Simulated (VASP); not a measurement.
Here is a VASP 6.6.1 calculation.

Contents of POSCAR:

```
TaH
2.8793
    1.000006946133      0.000000000000      0.000000000000
   -0.500003473066      0.866029937832      0.000000000000
    0.000000000000      0.000000000000      1.269381446879
Ta H
1 1
Direct
    0.0000000000      0.0000000000      0.5000000000
    0.0000000000      0.0000000000      0.0000000000
```

File INCAR.step1:

```
ALGO = Normal
EDIFF = 1E-6
ENCUT = 520
GGA = RE
GGA_COMPAT = False
ISIF = 2
ISMEAR = -1
IVDW = 1
LASPH = True
LCHARG = True
LDAU = True
LDAUJ = 1 0
LDAUL = 2 -1
LDAUPRINT = 1
LDAUTYPE = 1
LDAUU = 8 0
LMAXMIX = 4
LORBIT = 11
LREAL = False
LSORBIT = True
LWAVE = False
MAGMOM = 0 0 0 0 0 0
NBANDS = 24
NELM = 80
PREC = Accurate
SIGMA = 0.1
```

KPOINTS.step1

```
k-points
0
Gamma
  8 8 5
```

The input INCAR.step2:

```
ALGO = Normal
EDIFF = 1E-6
ENCUT = 520
GGA = RE
GGA_COMPAT = False
ICHARG = 11
ISIF = 2
ISMEAR = 0
IVDW = 1
LASPH = True
LCHARG = False
LDAU = True
LDAUJ = 1 0
LDAUL = 2 -1
LDAUPRINT = 1
LDAUTYPE = 1
LDAUU = 8 0
LMAXMIX = 4
LORBIT = 11
LREAL = False
LSORBIT = True
LWAVE = False
MAGMOM = 0 0 0 0 0 0
NBANDS = 24
NELM = 80
PREC = Accurate
SIGMA = 0.05
```

KPOINTS.step2

```
path GMKGALHA,LM,KH
15
line-mode
reciprocal
 0.0000000000  0.0000000000  0.0000000000  G
 0.5000000000  0.0000000000  0.0000000000  M

 0.5000000000  0.0000000000  0.0000000000  M
 0.3333333333  0.3333333333  0.0000000000  K

 0.3333333333  0.3333333333  0.0000000000  K
 0.0000000000  0.0000000000  0.0000000000  G

 0.0000000000  0.0000000000  0.0000000000  G
 0.0000000000  0.0000000000  0.5000000000  A

 0.0000000000  0.0000000000  0.5000000000  A
 0.5000000000  0.0000000000  0.5000000000  L

 0.5000000000  0.0000000000  0.5000000000  L
 0.3333333333  0.3333333333  0.5000000000  H

 0.3333333333  0.3333333333  0.5000000000  H
 0.0000000000  0.0000000000  0.5000000000  A

 0.5000000000  0.0000000000  0.5000000000  L
 0.5000000000  0.0000000000  0.0000000000  M

 0.3333333333  0.3333333333  0.0000000000  K
 0.3333333333  0.3333333333  0.5000000000  H
```

Potentials or basis: VASP PAW PBE potentials, release 64 (Ta_pv, H).

Run with:

```sh
$ cat potpaw_PBE.64/Ta_pv/POTCAR potpaw_PBE.64/H/POTCAR > POTCAR
$ cp INCAR.step1 INCAR
$ cp KPOINTS.step1 KPOINTS
$ mpirun -np 1 vasp_ncl > vasp.out
$ cp INCAR.step2 INCAR
$ cp KPOINTS.step2 KPOINTS
$ mpirun -np 1 vasp_ncl > vasp.out
```

**Question.** What does it give for the dispersion energy per atom?

**Answer.** -1.072 eV.

Caveat: the log is that of the step along the path at fixed density, whose energy, stress, charges and moments have no meaning; the U is typed as a test and isn't derived for this compound.
